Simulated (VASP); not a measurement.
# Ni (Fm-3m) in VASP: further runs

One crystal, Ni, is run at these levels: PBE; tasks: relaxation of cell and atoms.

Program: VASP 6.6.1. These are calculated values, not measurements. Logs are shortened: lines on timing, memory, paths and dates and some standing lists are left out, and cuts for length are marked.

### 1 The crystal as given

It takes space group Fm-3m (No. 225, cubic). Conventional cell: a = 3.524 Å, b = 3.524 Å, c = 3.524 Å, α = 90.00°, β = 90.00°, γ = 90.00°. Ni (site symmetry m-3m) has 12 Ni at 2.49 Å as nearest neighbours.

### 2 Relaxation of cell and atoms, PBE, collinear spin, ferromagnetic start

Input file INCAR:

```
PREC     = Accurate       # precision mode
ENCUT    = 520            # plane-wave cutoff, eV
EDIFF    = 1E-7           # SCF threshold, eV
ISMEAR   = 0              # smearing method
SIGMA    = 0.1            # smearing width, eV
LREAL    = F              # projectors in reciprocal space
LASPH    = T              # aspherical terms in the spheres
NELM     = 100            # most SCF steps
ALGO     = Normal         # electronic algorithm
ISIF     = 3              # what is computed and relaxed
LWAVE    = F              # write WAVECAR
LCHARG   = F              # write CHGCAR
ISPIN    = 2              # spin polarisation
MAGMOM   = 0.8            # initial moments
LORBIT   = 11             # projections on sites
LMAXMIX  = 4              # l up to which the mixer works
GGA      = PE             # functional
IBRION   = 2              # ionic algorithm
NSW      = 80             # ionic steps
EDIFFG   = -0.002         # ionic threshold
```

Input file KPOINTS:

```
Automatic mesh
0
Gamma
  20 20 20
```

Input file POSCAR:

```
Ni
1.0
    0.0000000000      1.7619350000      1.7619350000
    1.7619350000      0.0000000000      1.7619350000
    1.7619350000      1.7619350000      0.0000000000
Ni
1
Direct
    0.0000000000      0.0000000000      0.0000000000
```

Potentials or basis: VASP PAW PBE potentials, release 64 (Ni).

Launch:

```console
> cat potpaw_PBE.64/Ni/POTCAR > POTCAR
> mpirun -np 1 vasp_std > vasp.out
```

OUTCAR:

```text
PREC = Accurate
   ENCUT = 520
   EDIFF = 1E-7
   ISMEAR = 0
   LREAL = F
   LASPH = T
   NELM = 100
   ISIF = 3
   ISPIN = 2
   LORBIT = 11
   GGA = PE
   IBRION = 2
   NSW = 80
   EDIFFG = -0.002

 ion  position               nearest neighbor table
   1  0.000  0.000  0.000-

  LATTYP: Found a face centered cubic cell.
 ALAT       =     3.5238700000

  Lattice vectors:

 A1 = (   0.0000000000,   1.7619350000,   1.7619350000)
 A2 = (   1.7619350000,   0.0000000000,   1.7619350000)
 A3 = (   1.7619350000,   1.7619350000,   0.0000000000)

Analysis of symmetry for initial positions (statically):
=====================================================================
 Subroutine PRICEL returns:
 Original cell was already a primitive cell.

 Routine SETGRP: Setting up the symmetry group for a
 face centered cubic supercell.

 Subroutine GETGRP returns: Found 48 space group operations
 (whereof 48 operations were pure point group operations)
 out of a pool of 48 trial point group operations.

The static configuration has the point symmetry O_h .

Analysis of symmetry for dynamics (positions and initial velocities):
=====================================================================
 Subroutine PRICEL returns:
 Original cell was already a primitive cell.

 Routine SETGRP: Setting up the symmetry group for a
 face centered cubic supercell.

 Subroutine GETGRP returns: Found 48 space group operations
 (whereof 48 operations were pure point group operations)
 out of a pool of 48 trial point group operations.

The dynamic configuration has the point symmetry O_h .

Analysis of structural, dynamic, and magnetic symmetry:
=====================================================================
 Subroutine PRICEL returns:
 Original cell was already a primitive cell.

 Routine SETGRP: Setting up the symmetry group for a
 face centered cubic supercell.

 Subroutine GETGRP returns: Found 48 space group operations
 (whereof 48 operations were pure point group operations)
 out of a pool of 48 trial point group operations.

The overall configuration has the point symmetry O_h .

 Subroutine INISYM returns: Found 48 space group operations
 (whereof 48 operations are pure point group operations),
 and found     1 'primitive' translations

----------------------------------------------------------------------------------------

                                     Primitive cell

  volume of cell :      10.9396

  direct lattice vectors                    reciprocal lattice vectors
     0.000000000  1.761935000  1.761935000    -0.283778914  0.283778914  0.283778914
     1.761935000  0.000000000  1.761935000     0.283778914 -0.283778914  0.283778914
[... 106 lines left out ...]
  Thomas-Fermi vector in A             =   2.687765
   LORBIT       =     11    0 simple, 1 ext, 2 COOP (PROOUT), +10 PAW based schemes
   GGA     = PE    functional components
   LHFCALC =     F    Hartree Fock is set to
   AEXX    =    0.0000 exact exchange contribution
   IVDW    =     0    specifies the selected vdW correction
   LEPSILON=     F    determine dielectric tensor
   LRPA    =     F    only Hartree local field effects (RPA)
 conjugate gradient relaxation of ions
 spin polarized calculation
 Gauss-broadening in eV      SIGMA  =   0.10
  energy-cutoff  :      520.00
  volume of cell :       10.94
 maximum number of plane-waves:       306
   NGX =  9   NGY =  9   NGZ =  9

--------------------------------------- Ionic step        1  -------------------------------------------

 number of electron      10.0000010 magnetization       0.6288794

 Free energy of the ion-electron system (eV)
  ---------------------------------------------------
  ext. energy  EPLUGINS =         0.00000000
  ---------------------------------------------------
  free energy    TOTEN  =        -5.47497974 eV

  energy without entropy =       -5.46615983  energy(sigma->0) =       -5.47056978

------------------------ aborting loop because EDIFF is reached ----------------------------------------

  FORCE on cell =-STRESS in cart. coord.  units (eV):
  Direction    XX          YY          ZZ          XY          YZ          ZX
  --------------------------------------------------------------------------------------
  -------------------------------------------------------------------------------------
  Total       -0.0655695     -0.0655695     -0.0655695      0.0000000      0.0000000     -0.0000000
  in kB       -9.6031362     -9.6031362     -9.6031362      0.0000000      0.0000000     -0.0000000
  external PRESSURE =      -9.6031362 kB  Pullay stress =       0.0000000 kB
[... 57 lines left out ...]
--------------------------------------- Ionic step        3  -------------------------------------------

 number of electron      10.0000009 magnetization       0.6283447

 Free energy of the ion-electron system (eV)
  ---------------------------------------------------
  ext. energy  EPLUGINS =         0.00000000
  ---------------------------------------------------
  free energy    TOTEN  =        -5.47513814 eV

  energy without entropy =       -5.46636784  energy(sigma->0) =       -5.47075299

 E-fermi :   9.3696     XC(G=0): -13.2522

 val. band max:        9.3689998857   @ k =  -0.4500   0.5000   0.0500
 cond. band min:       9.3697033351   @ k =   0.4000   0.0000   0.0000
 fundamental gap:      0.0007034494
 Fermi energy:         9.3696176772

 spin component 1

 k-point     1 :       0.0000    0.0000    0.0000
  band No.  band energies     occupation
      1       0.3624      1.00000
      2       6.9312      1.00000
      3       6.9312      1.00000
      4       6.9312      1.00000
      5       8.1092      1.00000
      6       8.1092      1.00000
      7      33.0880      0.00000
      8      36.9435      0.00000
      9      36.9435      0.00000
[... 265 lines left out ...]
 k-point    24 :      -0.3500    0.0500    0.0000
  band No.  band energies     occupation
      1       4.1885      1.00000
      2       7.0191      1.00000
      3       7.0739      1.00000
      4       7.1949      1.00000
      5       8.4386      1.00000
      6       8.7881      1.00000
      7      18.5040      0.00000
      8      31.0469      0.00000
      9      33.4119      0.00000

 [... further k-points ...]

 spin component 2

 k-point     1 :       0.0000    0.0000    0.0000
  band No.  band energies     occupation
      1       0.3265      1.00000
      2       7.6888      1.00000
      3       7.6888      1.00000
      4       7.6888      1.00000
      5       8.6956      1.00000
      6       8.6956      1.00000
      7      32.9233      0.00000
      8      36.9235      0.00000
      9      36.9235      0.00000
[... 304 lines left out ...]
  FREE ENERGIE OF THE ION-ELECTRON SYSTEM (eV)
  ---------------------------------------------------
  free  energy   TOTEN  =        -5.4751381413 eV

  energy  without entropy=       -5.4663678368  energy(sigma->0) =       -5.47075299

 reached required accuracy - stopping structural energy minimisation

 total charge

# of ion       s       p       d       tot
------------------------------------------
    1        0.497   0.497   8.314   9.309

 magnetization (x)

# of ion       s       p       d       tot
------------------------------------------
    1       -0.007  -0.025   0.672   0.640
```

OSZICAR:

```text
N       E                     dE             d eps       ncg     rms          rms(c)
DAV:   1     0.232218851578E+02    0.23222E+02   -0.48498E+03  9376   0.143E+03
[... 26 lines left out ...]
DAV:   2    -0.547652695365E+01    0.25613E-02   -0.62756E-02  9654   0.379E+00    0.303E-01
DAV:   3    -0.547522179473E+01    0.13052E-02   -0.10014E-02  9550   0.160E+00    0.842E-02
DAV:   4    -0.547514835659E+01    0.73438E-04   -0.50514E-05 10457   0.650E-02    0.477E-02
DAV:   5    -0.547513639851E+01    0.11958E-04   -0.24824E-05 12591   0.395E-02    0.890E-03
DAV:   6    -0.547513740404E+01   -0.10055E-05   -0.39747E-07  8272   0.599E-03    0.516E-03
DAV:   7    -0.547513811047E+01   -0.70643E-06   -0.23326E-07  6605   0.853E-03    0.651E-04
DAV:   8    -0.547513814132E+01   -0.30852E-07   -0.28602E-09  4632   0.757E-04
   3 F= -.54751381E+01 E0= -.54707530E+01  d E =-.158405E-03  mag=     0.6284
```

CONTCAR:

```text
Ni
   1.00000000000000
     0.0000000000000000    1.7590701492903489    1.7590701492903489
     1.7590701492903489   -0.0000000000000000    1.7590701492903489
     1.7590701492903489    1.7590701492903489   -0.0000000000000000
  Ni
     1
Direct
     0.0000000000000000    0.0000000000000000    0.0000000000000000

  0.00000000E+00  0.00000000E+00  0.00000000E+00
```

Wall time 50 s (1 thread of Intel Xeon 6975P-C (Granite Rapids), shared host); peak memory 0.17 GiB.

Results:

```yaml
Free_energy: -5.4751 eV
Relaxed_volume: 10.89 Å³/atom
Relaxed_cell: a = 2.488 Å, b = 2.488 Å, c = 2.488 Å, α = 60.00°, β = 60.00°, γ = 60.00°
Space_group_after_relaxing_to_0.05_Å: Fm-3m (No. 225)
Energy_gained_by_relaxing: 0.2 meV/atom
Ionic_steps: 3
Pressure_after_relaxing: 0.0 GPa
Band_gap_on_the_k_mesh: none (metal or under the smearing width)
Net_moment: 0.63 μB per cell
Site_moments: Ni +0.64 μB
Valence_electrons_inside_the_program's_atomic_spheres: Ni 9.31
```

Step by step:
```
step  energy change (eV)  largest force (eV/Å)  pressure (GPa)  volume (Å³)
   1              0.0000                0.0000           -0.96        10.94
   2              0.0000                0.0000            0.93        10.84
   3             -0.0002                0.0000            0.01        10.89
```

Final structure:
```xyz
1
Lattice="0.0000 1.7591 1.7591 1.7591 0.0000 1.7591 1.7591 1.7591 0.0000" Properties=species:S:1:pos:R:3 pbc="T T T"
Ni    0.0000    0.0000    0.0000
```

### 3 Relaxation of cell and atoms, PBE, collinear spin, ferromagnetic start

This run uses another cell than the first one, of 10.89 Å³/atom, 0.995 times its volume.

INCAR is that of step 2.

KPOINTS is that of step 2.

Input file POSCAR:

```
Ni                                      
1.0
    0.0000000000      1.7590701493      1.7590701493
    1.7590701493     -0.0000000000      1.7590701493
    1.7590701493      1.7590701493     -0.0000000000
  Ni            
     1
Direct
     0.0000000000000000    0.0000000000000000    0.0000000000000000
```

Potentials or basis: VASP PAW PBE potentials, release 64 (Ni).

Launch:

```console
> cat potpaw_PBE.64/Ni/POTCAR > POTCAR
> mpirun -np 1 vasp_std > vasp.out
```

It took 27 s on 1 thread of Intel Xeon 6975P-C (Granite Rapids), shared host; peak memory 0.16 GiB.

Results (log left out):

* Free energy: -5.4751 eV
* Pressure after relaxing: 0.0 GPa
* Band gap on the k mesh: none (metal or under the smearing width)
* Net moment: 0.63 μB per cell
* Site moments: Ni +0.64 μB
* Valence electrons inside the program's atomic spheres: Ni 9.31

Final structure:
```
Ni
1.0
     0.00000    1.75907    1.75907
     1.75907    0.00000    1.75907
     1.75907    1.75907    0.00000
Ni
1
Cartesian
  0.0000 0.0000 0.0000
```

Levels at points of the mesh, in eV from the Fermi level:
Spin up:
```
           k point  band 1  band 2  band 3  band 4  band 5  band 6  band 7  band 8  band 9
(0.00, 0.00, 0.00)   -9.01   -2.44   -2.44   -2.44   -1.26   -1.26   23.72   27.57   27.57
(0.50, 0.00, 0.00)   -4.84   -2.42   -2.42   -0.61   -0.61   -0.29    5.65   22.21   24.66
(0.50, 0.50, 0.00)   -4.65   -4.20   -0.55   -0.48   -0.48    2.45    9.21   14.82   14.82
```
Spin down:
```tsv
k point	band 1	band 2	band 3	band 4	band 5	band 6	band 7	band 8	band 9
(0.00, 0.00, 0.00)	-9.04	-1.68	-1.68	-1.68	-0.67	-0.67	23.55	27.55	27.55
(0.50, 0.00, 0.00)	-4.40	-1.80	-1.80	-0.36	0.15	0.15	6.08	22.06	24.75
(0.50, 0.50, 0.00)	-4.30	-3.58	0.06	0.39	0.39	2.40	9.45	14.83	14.83
```

Caveat: the relaxation stopped at its first step, so nothing moved.
